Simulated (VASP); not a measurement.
# TaS2 in VASP: further runs

Runs on TaS2. Level: PBEsol. Tasks: single point.

Everything below comes from runs of VASP 6.6.1. Logs are shortened: lines on timing, memory, paths and dates and some standing lists are left out, and cuts for length are marked.

**1. The slab as given**

The cell holds a slab with vacuum, 3 atoms: a = 3.350 Å, b = 3.350 Å, c = 14.930 Å, α = 90.00°, β = 90.00°, γ = 120.00°.

**2. Single point, PBEsol**

Input file INCAR:

```
ALGO = Normal ; DIPOL = 0.5 0.5 0.500
EDIFF = 1E-7 ; ENCUT = 650
GGA = PS ; IDIPOL = 3
ISIF = 2 ; ISMEAR = 1
LASPH = T ; LCHARG = F
LDIPOL = T ; LREAL = F
LVACPOTAV = T ; LVHAR = T
LWAVE = F ; NBANDS = 22
NELM = 120 ; PREC = Accurate
SIGMA = 0.1
```

Input file KPOINTS:

```
k-points
0
Gamma
  7 7 1
```

Input file POSCAR:

```
TaS2
1.0
    3.3500000000      0.0000000000      0.0000000000
   -1.6750000000      2.9011851000      0.0000000000
    0.0000000000      0.0000000000     14.9300000000
S Ta
2 1
Direct
    0.6666666667      0.3333333333      0.4018754186
    0.3333333333      0.6666666667      0.5981245814
    0.0000000000      0.0000000000      0.5000000000
```

Potentials or basis: VASP PAW PBE potentials, release 64 (S, Ta_pv).

Started as:

```
cat potpaw_PBE.64/S/POTCAR potpaw_PBE.64/Ta_pv/POTCAR > POTCAR
mpirun -np 1 vasp_std > vasp.out
```

OUTCAR:

```text
EDIFF = 1E-7
   ENCUT = 650
   GGA = PS
   ISIF = 2
   ISMEAR = 1
   LASPH = T
   LREAL = F
   NELM = 120
   PREC = Accurate

 Found      8 irreducible k-points:

 Following reciprocal coordinates:
            Coordinates               Weight
  0.000000  0.000000  0.000000      1.000000
  0.142857  0.000000  0.000000      6.000000
  0.285714  0.000000  0.000000      6.000000
  0.428571  0.000000  0.000000      6.000000
  0.142857  0.142857  0.000000      6.000000
  0.285714  0.142857  0.000000     12.000000
   k-points           NKPTS =      8   k-points in BZ     NKDIM =      8   number of bands    NBANDS=     22
   number of dos      NEDOS =    301   number of ions     NIONS =      3
   total plane-waves  NPLWV =  98784
   dimension x,y,z NGX =    28 NGY =   28 NGZ =  126
   dimension x,y,z NGXF=    56 NGYF=   56 NGZF=  252
   ions per type =               2   1
   NGX,Y,Z   is equivalent  to a cutoff of  13.90, 13.90, 14.03 a.u.
   NGXF,Y,Z  is equivalent  to a cutoff of  27.79, 27.79, 28.06 a.u.
 SYSTEM =  unknown system
   PREC   = accura    normal or accurate (medium, high low for compatibility)
   ISTART =      0    job   : 0-new  1-cont  2-samecut
   ICHARG =      2    charge: 1-file 2-atom 10-const
   ISPIN  =      1    spin polarized calculation?
   LNONCOLLINEAR =      F non collinear calculations
   LSORBIT =      F    spin-orbit coupling
   LASPH  =      T    aspherical Exc in radial PAW
   ENCUT  =  650.0 eV  47.77 Ry    6.91 a.u.   6.96  6.96 31.04*2*pi/ulx,y,z
   NELM   =    120;   NELMIN=  2; NELMDL= -5     # of ELM steps
   EDIFF  = 0.1E-06   stopping-criterion for ELM
   LREAL  =      F    real-space projection
   EDIFFG = 0.1E-05   stopping-criterion for IOM
   NSW    =      0    number of steps for IOM
   IBRION =     -1    ionic relax: 0-MD 1-quasi-New 2-CG
   NFREE  =      0    steps in history (QN), initial steepest desc. (CG)
   ISIF   =      2    stress and relaxation
   ISYM   =      2    0-nonsym 1-usesym 2-fastsym
   POTIM  = 0.5000    time-step for ionic-motion
   TEBEG  =    0.0;   TEEND  =   0.0 temperature during run
   PSTRESS=    0.0 pullay stress
   NELECT =      23.0000    total number of electrons
   NUPDOWN=      -1.0000    fix difference up-down
   EMIN   =  10.00;   EMAX   =-10.00  energy-range for DOS
   EFERMI =   0.00;   METHOD = LEGACY
   ISMEAR =     1;   SIGMA  =   0.10  broadening in eV -4-tet -1-fermi 0-gaus
   EFERMI_NEDOS =   21; number of points for ismear=-14 and -15
   IALGO  =     38    algorithm
   IMIX   =      4    mixing-type and parameters
     AMIX     =   0.40;   BMIX     =  1.00
     AMIX_MAG =   1.60;   BMIX_MAG =  1.00
  volume/ion in A,a.u.               =      48.37       326.40
  Fermi-wavevector in a.u.,A,eV,Ry     =   0.885980  1.674260 10.680045  0.784961
  Thomas-Fermi vector in A             =   2.007086
   LORBIT       =      0    0 simple, 1 ext, 2 COOP (PROOUT), +10 PAW based schemes
   GGA     = PS    functional components
   LHFCALC =     F    Hartree Fock is set to
   AEXX    =    0.0000 exact exchange contribution
   IVDW    =     0    specifies the selected vdW correction
   LEPSILON=     F    determine dielectric tensor
   LRPA    =     F    only Hartree local field effects (RPA)
 non-spin polarized calculation
 Methfessel and Paxton  Order N= 1 SIGMA  =   0.10
  energy-cutoff  :      650.00
  volume of cell :      145.10
 maximum number of plane-waves:      5480
 NGX is ok and might be reduce to    28
   NGX = 13   NGY = 13   NGZ = 63

 dipolmoment           0.000000      0.000000      0.000000 electrons x Angstroem

 number of electron      22.9999998 magnetization

 dipolmoment           0.000000      0.000000     -0.000000 electrons x Angstroem

 Free energy of the ion-electron system (eV)
  ---------------------------------------------------
  ext. energy  EPLUGINS =         0.00000000
  ---------------------------------------------------
  free energy    TOTEN  =       -24.40784092 eV

  energy without entropy =      -24.40618523  energy(sigma->0) =      -24.40728903

 E-fermi :  -0.8298     XC(G=0):  -4.7949

 val. band max:       -0.8582590393   @ k =   0.0000   0.0000   0.0000
 cond. band min:      -0.7534705996   @ k =   0.2857   0.1429   0.0000
 fundamental gap:      0.1047884397
 Fermi energy:        -0.8297816022

 k-point     1 :       0.0000    0.0000    0.0000
  band No.  band energies     occupation
      1     -36.0444      2.00000
      2     -36.0301      2.00000
      3     -36.0301      2.00000
      4     -15.8391      2.00000
      5     -14.1066      2.00000
      6      -7.2391      2.00000
      7      -5.0952      2.00000
      8      -5.0952      2.00000
      9      -3.4500      2.00000
     10      -1.6628      2.00000
     11      -1.6628      2.00000
     12      -0.8583      1.46101
     13      -0.8583      1.46101
     14      -0.2536     -0.00000
     15       3.4908      0.00000
     16       3.4908      0.00000
     17       3.5519      0.00000
     18       3.9678      0.00000
     19       4.6757      0.00000
     20       4.8911      0.00000
     21       6.7531      0.00000
     22       7.6477      0.00000

 k-point     2 :       0.1429    0.0000    0.0000
  band No.  band energies     occupation
      1     -36.0889      2.00000
      2     -36.0435      2.00000
      3     -36.0330      2.00000
      4     -15.5221      2.00000
      5     -14.0938      2.00000
      6      -6.8858      2.00000
      7      -5.7353      2.00000
      8      -4.9401      2.00000
      9      -3.4676      2.00000
     10      -2.9117      2.00000
     11      -2.5395      2.00000
     12      -0.8696      1.61772
     13       0.1249     -0.00000
     14       0.3732     -0.00000
     15       2.7020      0.00000
     16       3.3896      0.00000
     17       4.0524      0.00000
     18       4.5236      0.00000
     19       5.5717      0.00000
     20       5.8835      0.00000
     21       7.1077      0.00000
     22       7.5930      0.00000

 k-point     3 :       0.2857    0.0000    0.0000
  band No.  band energies     occupation
      1     -36.2186      2.00000
      2     -36.0733      2.00000
      3     -36.0075      2.00000
      4     -14.7560      2.00000
      5     -14.0281      2.00000
      6      -6.5855      2.00000
      7      -5.9060      2.00000
      8      -5.4776      2.00000
      9      -4.8119      2.00000
     10      -3.0606      2.00000
     11      -3.0587      2.00000
     12      -1.5186      2.00000
     13       0.9713     -0.00000
     14       1.1582     -0.00000
     15       3.1329      0.00000
     16       3.6186      0.00000
     17       5.1124      0.00000
     18       5.3894      0.00000
     19       6.1055      0.00000
     20       6.1607      0.00000
     21       6.8524      0.00000
     22       8.4379      0.00000

 k-point     4 :       0.4286    0.0000    0.0000
  band No.  band energies     occupation
      1     -36.3200      2.00000
      2     -36.0971      2.00000
      3     -35.9868      2.00000
      4     -14.3245      2.00000
      5     -13.6181      2.00000
      6      -7.6622      2.00000
      7      -5.9485      2.00000
      8      -5.1478      2.00000
      9      -4.9695      2.00000
     10      -3.7165      2.00000
     11      -2.9726      2.00000
     12      -1.8498      2.00000
     13       1.4824      0.00000
     14       1.9374      0.00000
     15       3.9998      0.00000
     16       4.0956      0.00000
     17       4.5364      0.00000
     18       5.0677      0.00000
     19       6.6739      0.00000
     20       7.1129      0.00000
     21       7.9321      0.00000
     22       8.3727      0.00000

 k-point     5 :       0.1429    0.1429    0.0000
  band No.  band energies     occupation
      1     -36.1745      2.00000
      2     -36.0738      2.00000
      3     -36.0145      2.00000
      4     -14.9643      2.00000
      5     -14.0686      2.00000
      6      -6.2690      2.00000
      7      -6.1875      2.00000
      8      -5.2641      2.00000
      9      -4.3460      2.00000
     10      -3.8142      2.00000
     11      -2.7364      2.00000
     12      -0.5764     -0.00199
     13      -0.0172     -0.00000
     14       1.2991      0.00000
     15       2.7847      0.00000
     16       3.2138      0.00000
     17       4.7882      0.00000
     18       5.3877      0.00000
     19       6.4577      0.00000
     20       7.0353      0.00000
     21       7.4097      0.00000
     22       7.8239      0.00000

 k-point     6 :       0.2857    0.1429    0.0000
  band No.  band energies     occupation
      1     -36.2729      2.00000
      2     -36.1175      2.00000
      3     -35.9915      2.00000
      4     -14.2584      2.00000
      5     -13.9126      2.00000
      6      -6.8790      2.00000
      7      -6.1934      2.00000
      8      -5.1759      2.00000
      9      -4.9624      2.00000
     10      -4.1872      2.00000
     11      -3.3963      2.00000
     12      -0.7535      0.04000
     13       0.6250     -0.00000
     14       1.8863      0.00000
     15       2.8651      0.00000
     16       4.5094      0.00000
     17       5.5137      0.00000
     18       6.0627      0.00000
     19       6.2797      0.00000
     20       6.9642      0.00000
     21       7.5842      0.00000
     22       8.3247      0.00000

 [... further k-points ...]

------------------------ aborting loop because EDIFF is reached ----------------------------------------

  FORCE on cell =-STRESS in cart. coord.  units (eV):
  Direction    XX          YY          ZZ          XY          YZ          ZX
  --------------------------------------------------------------------------------------
  -------------------------------------------------------------------------------------
  Total        1.2603822      1.2603822      2.6194735     -0.0000000      0.0000000      0.0000000
  in kB       13.9165883     13.9165883     28.9230800     -0.0000000      0.0000000      0.0000000
  external PRESSURE =      18.9187522 kB  Pullay stress =       0.0000000 kB

 VOLUME and BASIS-vectors are now :
 -----------------------------------------------------------------------------
  energy-cutoff  :      650.00
  volume of cell :      145.10
      direct lattice vectors                 reciprocal lattice vectors
     3.350000000  0.000000000  0.000000000     0.298507463  0.172343364  0.000000000
    -1.675000000  2.901185100  0.000000000     0.000000000  0.344686728  0.000000000
     0.000000000  0.000000000 14.930000000     0.000000000  0.000000000  0.066979236

 POSITION                                       TOTAL-FORCE (eV/Angst)
 -----------------------------------------------------------------------------------
      1.67500      0.96706      6.00000         0.000000      0.000000     -0.895592
     -0.00000      1.93412      8.93000        -0.000000     -0.000000      0.895592
      0.00000      0.00000      7.46500         0.000000      0.000000      0.000000
 -----------------------------------------------------------------------------------
    total drift:                               -0.000000     -0.000000     -0.000000

  FREE ENERGIE OF THE ION-ELECTRON SYSTEM (eV)
  ---------------------------------------------------
  free  energy   TOTEN  =       -24.4078409235 eV

  energy  without entropy=      -24.4061852292  energy(sigma->0) =      -24.40728903

 vacuum level on the upper side and lower side of the slab         4.168         4.168
```

Wall time 24 s (1 thread of AMD EPYC 9R45 (Zen 5), shared host); peak memory 0.27 GiB.

The run converged, but some of its settings lie outside the range that counts as converged, so its numbers aren't taken as properties of the slab.

What came out:

| Property | Result |
| --- | --- |
| Free energy | -24.4078 eV |
| Largest force | 0.896 eV/Å |
| Band gap on the k mesh | none (metal or under the smearing width) |
| Work function of the upper face | 5.00 eV |
| Work function of the lower face | 5.00 eV |

Caveat: the PAW data sets were made with another functional, which shifts forces and pressure a little.

**3. Single point, PBEsol**

This run uses another cell than the first one, of 28.93 Å³/atom, 0.598 times its volume.

Changes to INCAR since step 2:

```diff
@@ -1,3 +1,3 @@
 ALGO = Normal ; DIPOL = 0.5 0.5 0.500
-EDIFF = 1E-7 ; ENCUT = 650
+EDIFF = 1E-7 ; ENCUT = 460
 GGA = PS ; IDIPOL = 3
```

Input file KPOINTS:

```
k-points
0
Gamma
  14 14 1
```

Input file POSCAR:

```
TaS2
1.0
    3.3500000000      0.0000000000      0.0000000000
   -1.6750000000      2.9011851000      0.0000000000
    0.0000000000      0.0000000000      8.9300000000
S Ta
2 1
Direct
    0.6666666667      0.3333333333      0.3359462486
    0.3333333333      0.6666666667      0.6640537514
    0.0000000000      0.0000000000      0.5000000000
```

Potentials or basis: VASP PAW PBE potentials, release 64 (S, Ta_pv).

Started as:

```
cat potpaw_PBE.64/S/POTCAR potpaw_PBE.64/Ta_pv/POTCAR > POTCAR
mpirun -np 1 vasp_std > vasp.out
```

OUTCAR:

```text
EDIFF = 1E-7
   ENCUT = 460
   GGA = PS
   ISIF = 2
   ISMEAR = 1
   LASPH = T
   LREAL = F
   NELM = 120
   PREC = Accurate

 Found     24 irreducible k-points:

 Following reciprocal coordinates:
            Coordinates               Weight
  0.000000  0.000000  0.000000      1.000000
  0.071429 -0.000000  0.000000      6.000000
  0.142857  0.000000  0.000000      6.000000
  0.214286 -0.000000  0.000000      6.000000
  0.285714 -0.000000  0.000000      6.000000
  0.357143 -0.000000  0.000000      6.000000
   k-points           NKPTS =     24   k-points in BZ     NKDIM =     24   number of bands    NBANDS=     22
   number of dos      NEDOS =    301   number of ions     NIONS =      3
   total plane-waves  NPLWV =  36864
   dimension x,y,z NGX =    24 NGY =   24 NGZ =   64
   dimension x,y,z NGXF=    48 NGYF=   48 NGZF=  128
   ions per type =               2   1
   NGX,Y,Z   is equivalent  to a cutoff of  11.91, 11.91, 11.91 a.u.
   NGXF,Y,Z  is equivalent  to a cutoff of  23.82, 23.82, 23.83 a.u.
 SYSTEM =  unknown system
   PREC   = accura    normal or accurate (medium, high low for compatibility)
   ISTART =      0    job   : 0-new  1-cont  2-samecut
   ICHARG =      2    charge: 1-file 2-atom 10-const
[... 58 lines left out ...]
  energy without entropy =      -24.43845553  energy(sigma->0) =      -24.43931925

 E-fermi :   1.9691     XC(G=0):  -7.7194

 val. band max:        1.9422625965   @ k =   0.3571   0.1429   0.0000
 cond. band min:       2.0236379693   @ k =   0.1429   0.0714   0.0000
 fundamental gap:      0.0813753728
 Fermi energy:         1.9691324348

 k-point     1 :       0.0000    0.0000    0.0000
  band No.  band energies     occupation
      1     -33.2751      2.00000
      2     -33.2534      2.00000
      3     -33.2534      2.00000
      4     -13.0405      2.00000
      5     -11.3045      2.00000
      6      -4.4421      2.00000
[... 139 lines left out ...]
     21      12.0648      0.00000
     22      12.5541      0.00000

 [... further k-points ...]

------------------------ aborting loop because EDIFF is reached ----------------------------------------

  FORCE on cell =-STRESS in cart. coord.  units (eV):
  Direction    XX          YY          ZZ          XY          YZ          ZX
  --------------------------------------------------------------------------------------
  -------------------------------------------------------------------------------------
  Total        1.0248184      1.0248184      2.9656513      0.0000000     -0.0000000     -0.0000000
  in kB       18.9184610     18.9184610     54.7468284      0.0000000     -0.0000000     -0.0000000
  external PRESSURE =      30.8612501 kB  Pullay stress =       0.0000000 kB

 VOLUME and BASIS-vectors are now :
 -----------------------------------------------------------------------------
  energy-cutoff  :      460.00
  volume of cell :       86.79
      direct lattice vectors                 reciprocal lattice vectors
     3.350000000  0.000000000  0.000000000     0.298507463  0.172343364  0.000000000
    -1.675000000  2.901185100  0.000000000     0.000000000  0.344686728  0.000000000
     0.000000000  0.000000000  8.930000000     0.000000000  0.000000000  0.111982083

 POSITION                                       TOTAL-FORCE (eV/Angst)
 -----------------------------------------------------------------------------------
      1.67500      0.96706      3.00000        -0.000000      0.000000     -0.991446
     -0.00000      1.93412      5.93000         0.000000     -0.000000      0.991446
      0.00000      0.00000      4.46500         0.000000     -0.000000      0.000000
 -----------------------------------------------------------------------------------
    total drift:                                0.000000      0.000000     -0.000000

  FREE ENERGIE OF THE ION-ELECTRON SYSTEM (eV)
  ---------------------------------------------------
  free  energy   TOTEN  =       -24.4397511154 eV

  energy  without entropy=      -24.4384555266  energy(sigma->0) =      -24.43931925
```

Wall time 15 s (1 thread of AMD EPYC 9R45 (Zen 5), shared host); peak memory 0.17 GiB.

The run converged, but some of its settings lie outside the range that counts as converged, so its numbers aren't taken as properties of the slab.

What came out:

```
Free energy            : -24.4398 eV
Largest force          : 0.991 eV/Å
Band gap on the k mesh : none (metal or under the smearing width)
```

Caveat: the PAW data sets were made with another functional, which shifts forces and pressure a little.
